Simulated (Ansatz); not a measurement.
Zincblende CdSe, relaxed with r2SCAN in Ansatz 0.2.0: space group F-43m (No. 216), cubic; a = 6.136 Å in the conventional setting, 28.87 Å³ an atom. Around Cd lie 4 Se at 2.66 Å; around Se lie 4 Cd at 2.66 Å. It was then strained (isotropic on every length). Unstrained, HSE06 gives 1.483 eV (Γ, 6×6×6 mesh), and the band edges keep their places in every row. Stress is positive in compression. Spin-unpolarised throughout; all numbers are computed.

```tsv
strain (%)	ln(V/V₀)	ΔE_g, HSE06 (eV)	Δpressure, r2SCAN (GPa)
-1.23	-0.0371	+0.091	+2.08
-0.77	-0.0232	+0.057	+1.26
+4.0	+0.1177	-0.296	-4.61
```

**Question.** Fit ΔE_g = a x + b x² to these rows by least squares, with x = ln(V/V₀).

**Answer.** The normal equations take Σx² = 1.577e-02, Σx³ = 1.567e-03, Σx⁴ = 1.941e-04, ΣxΔE = -3.954e-02 and Σx²ΔE = -3.945e-03, and give a = -2.47 eV, b = -0.4 eV; the largest residual is 0.000 eV. a is the volume deformation potential of this gap.

**Question.** Fit the change of pressure in the same way.

**Answer.** Δpressure = -52.0 x + (109) x² GPa. So B₀ = 52.0 GPa and B′ ≈ 2 × 109/52.0 = 4.2; two terms over so wide a range bias B₀ by a few per cent and B′ by more; the gap's pressure coefficient at zero is −a/B₀ = +48 meV/GPa, with HSE06's a and r2SCAN's B₀.

**Question.** Predict the withheld row at -0.5 % (x = -0.0150).

**Answer.** ΔE_g ≈ -2.47 × (-0.0150) + (-0.4) × (-0.0150)² = +0.037 eV, and Δpressure ≈ +0.80 GPa. The runs give +0.037 eV and +0.80 GPa, off by 0.000 eV and 0.00 GPa.

Spin-orbit coupling is left out.

The meshes of the hybrids are coarse, so their gaps aren't converged to the digits shown.
